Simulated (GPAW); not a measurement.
Runs of GPAW 26.7.0 on InP. It takes space group F-43m (No. 216, cubic). The conventional cell has a = 5.861 Å, b = 5.861 Å, c = 5.861 Å, α = 90.00°, β = 90.00°, γ = 90.00°. In (site symmetry -43m) is surrounded by 4 P at 2.54 Å. P (site symmetry -43m) is surrounded by 4 In at 2.54 Å. 

| task | level | potentials or basis | k mesh | cutoff (eV) | maxiter | band path | band points | mesh quality | gap on the mesh (eV) | V0 of scaled cells (Å³/atom) | B0 (GPa) |
| --- | --- | --- | --- | --- | --- | --- | --- | --- | --- | --- | --- |
| single point | YS-PBE0 | GPAW PAW data sets (gpaw-data 1.2.1), pw | 3 × 3 × 3 | 450 | 60 | - | - | coarse | 1.41 | - | - |
| band structure | revPBE | the program's PAW data sets (release 1.2.1) made for this functional, pw | 8 × 8 × 8 | 600 | 150 | GXWKGLUWLK,UX | 80 | not flagged | 0.81 | - | - |
| equation of state | vdW-DF-cx | GPAW PAW data sets (gpaw-data 1.2.1), pw | 6 × 6 × 6 | 600 | 150 | - | - | not flagged | - | 25.82 | 65 |
| equation of state | BP86+D4 | PAW data sets generated in the run's folder for this functional, pw | 6 × 6 × 6 | 600 | 150 | - | - | not flagged | - | (a) | (b) |

Alike in all rows: no spin polarisation; cell as given; smearing fermi-dirac 0.05 eV.

Task: Estimate the missing entries.

Result: (a) 24.99; (b) 70.

Caveats: some runs use coarse meshes; the PAW data sets were made with another functional, which shifts forces and pressure a little (some runs); spin-orbit coupling is left out, which moves the levels of the heavy elements (some runs); exact exchange converges slowly with the k mesh, and this mesh is small (some runs).

A k mesh can miss the band edges, and the runs leave out spin-orbit coupling on In.

Runs at the PBE level aren't shown here.
